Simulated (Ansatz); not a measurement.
# ZnS: the cost of one run

Computed with Ansatz 0.2.0 (DFT PBE, scalar-relativistic, plane waves, PAW, unless a step's input says otherwise).

### Step 1. The system as given

The structure is hexagonal, space group P6_3mc (No. 186). Conventional cell: a = 3.811 Å, b = 3.811 Å, c = 6.234 Å, α = 90.00°, β = 90.00°, γ = 120.00°. Around Zn (site symmetry 3m) lie 4 S at 2.31 to 2.40 Å. Around S (site symmetry 3m) lie 4 Zn at 2.31 to 2.40 Å.

As a file:

```
CELL_PARAMETERS angstrom
3.81100 0.00000 0.00000
-1.90550 3.30042 0.00000
0.00000 0.00000 6.23400
ATOMIC_POSITIONS crystal
Zn 0.33333 0.66667 0.00000
Zn 0.66667 0.33333 0.50000
S 0.33333 0.66667 0.38500
S 0.66667 0.33333 0.88500
```

No relaxation comes first: the listed cell is the starting point.

### Step 2. The reference cell

The reference gives a free energy of -8445.4207 eV, pressure 2.33 GPa, largest force 0.319 eV/Å and gap on the mesh 2.25 eV. It was computed beforehand with the settings of the runs below.

### Step 3. Setting up a frozen normal mode

Mode 10 of the phonon run on this cell, counted from the lowest, is frozen in: each atom moves by x times its row below, so x is the largest displacement.

```
atom      ux     uy     uz
 Zn1   0.417  0.000  0.000
 Zn2  -0.417  0.000  0.000
  S3   1.000  0.000  0.000
  S4  -1.000  0.000  0.000
```

### Step 4. Point x = -0.200 Å

The input, input.yaml:

```yaml
crystal:
  lattice:
    - [3.8109987816, 0.0, 0.0]
    - [-1.9054993908, 3.3004217586, 0.0]
    - [0.0, 0.0, 6.234]
  atoms:
    - { symbol: Zn, position: [0.3114656078, 0.6666666667, 0.0] }
    - { symbol: Zn, position: [0.6885343922, 0.3333333333, 0.5] }
    - { symbol: S, position: [0.2808536524, 0.6666666667, 0.385] }
    - { symbol: S, position: [0.7191463476, 0.3333333333, 0.885] }
basis:
  ecutwfc: 420
kpoints:
  mp_grid: { grid: [12, 12, 6] }
hamiltonian:
  xc: pbe
scf:
  occupations: { method: gaussian, width: 0.05 }
output:
  forces: true
  stress: true
  eigenvalues: true
  write_density: true
  write_potential: true
  elf: true
  volumetric_format: npy
```

Launch:

```sh
$ ansatz run input.yaml --threads 2 --pin off --max-ram 5120MiB --backend cpu --events-out ev --progress --plain --runs-dir out
```

**Question.** How long does this run take on 2 threads of Intel Xeon 6975P-C (Granite Rapids), shared host, and how much memory does it need?

About 13 s, with a peak of 0.69 GiB.
